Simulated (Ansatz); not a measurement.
input.yaml for Cr (Ansatz 0.2.0)

```yaml
crystal:
  lattice:
    - [2.9688993551, 0.0, 0.0]
    - [0.0, 2.9688993551, 0.0]
    - [0.0, 0.0, 2.9688993551]
  atoms:
    - { symbol: Cr, position: [0.0, 0.0, 0.0], spin: -3.0 }
    - { symbol: Cr, position: [0.5, 0.5, 0.5], spin: 3.0 }
basis:
  ecutwfc: 630
kpoints:
  mp_grid: { grid: [2, 2, 2] }
hamiltonian:
  xc: pbe
scf:
  occupations: { method: gaussian, width: 0.1 }
  lower_state_search: "off"
  max_iter: 60
output:
  forces: true
  stress: true
  eigenvalues: true
  populations: true
magnetization:
  spin_polarized: true
```

Command:

```bash
ansatz run input.yaml --threads 1 --pin off --max-ram 1331MiB --backend cpu --events-out ev --progress --plain --runs-dir out
```

From the log (HF is the Harris–Foulkes energy, dr2 the density residual in eV):

```text
Pseudopotential: Cr, paw, valence charge 14, recommended cutoff 420 eV (normal)
Crystal: 2 atoms, lattice volume = 26.169 Å³
Basis set: ecut = 630 eV, 925 PW (Γ), exchange–correlation on 50×50×50 points (8 copies of the dense FFT grid, shifted against one another)
Bands: 21, of which v1, the nominal top of the filled ones, is band 14 counted from 1 (13 counted from 0)
Symmetry: 48 space group operations
Space group: Pm-3m (ITA 221), of the structure as read, at distance tolerance 3.0e-5 Å
k-points: 4 of 8
Initial density: superposition of atomic densities
Starting moments: Σ|m| = 6 μB on 2 of 2 sites
Starting magnetic order: antiferromagnet; a translation exchanges its spin sublattices: spin-degenerate at every k-point
the translation (0.5, 0.5, 0.5) carries every atom to within crystal.symmetry.tolerance of an atom of its element with the starting moment reversed, but both spin channels are solved: the dense FFT box has an odd point count along it
SCF iter   1: HF=-6756.421417 eV  Δρ=1.64e-1 (↑1.64e-1 ↓1.64e-1) dr2=1.45e1  dr2_m=2.67e0  M=-0.000 μB ∫|m|=2.857 μB
SCF iter   2: HF=-6753.630628 eV  Δρ=4.81e-2 (↑4.81e-2 ↓4.81e-2) dr2=1.40e0  dr2_m=3.85e-2  M=-0.000 μB ∫|m|=4.719 μB
SCF iter   3: HF=-6753.509319 eV  Δρ=6.27e-2 (↑6.26e-2 ↓6.27e-2) dr2=9.03e-1  dr2_m=6.79e-1  M=0.000 μB ∫|m|=3.820 μB
SCF iter   4: HF=-6753.406574 eV  Δρ=4.76e-2 (↑4.76e-2 ↓4.76e-2) dr2=2.99e-1  dr2_m=4.42e-1  M=-0.000 μB ∫|m|=3.854 μB
   ...
SCF iter  27: HF=-6753.656575 eV  Δρ=2.03e-5 (↑2.03e-5 ↓1.64e-5) dr2=1.81e-7  dr2_m=3.65e-8  M=0.750 μB ∫|m|=3.923 μB
SCF iter  28: F=-6753.656575 eV  HF=-6753.656575 eV  Δρ=4.36e-6 (↑3.82e-6 ↓4.36e-6) dr2=2.04e-8  dr2_m=1.06e-10  M=0.750 μB ∫|m|=3.923 μB
SCF iter  29: F=-6753.656575 eV  HF=-6753.656575 eV  Δρ=2.05e-6 (↑2.05e-6 ↓5.87e-7) dr2=1.65e-9  dr2_m=2.10e-10  M=0.750 μB ∫|m|=3.923 μB
SCF 1 converged in 29 iterations: F = -6753.656575 eV  dr2 = 1.65e-9
SCF converged after 29 iterations
an eigenvalue changed by more than its tolerance at an iteration that met the thresholds in force, so the SCF went on 1 time: the last check found none over its tolerance
Magnetization: 0.7495 μB (14.3748 up, 13.6252 down)
Absolute magnetization: 3.9234 μB (∫|ρ↑−ρ↓|, with the PAW one-centre terms)
Per-site moments (μB) at R_I (Å): [(-1.5721, 1.0605), (1.7850, 1.0605)]
Free energy (F): -6753.656575 eV
E sigma→0 (E₀):  -6753.654372 eV
Entropy (-TS):   -0.004408 eV (-2.204 meV/atom)
Fermi energy:    17.445456 eV
--- Forces (eV/Å), atoms counted from 1 ---
  atom   1  Cr     0.00000000     0.00000000     0.00000000
  atom   2  Cr    -0.00000000     0.00000000     0.00000000
--- Stress (GPa, compression-positive) ---
       -2.930809      -0.000000      -0.000000
       -0.000000      -2.930809       0.000000
        0.000000       0.000000      -2.930809
  P = ⅓ Tr σ = -2.9308 GPa (-29.308 kbar)
```

Settings here are deliberately varied, not converged. The starting moments weren't kept.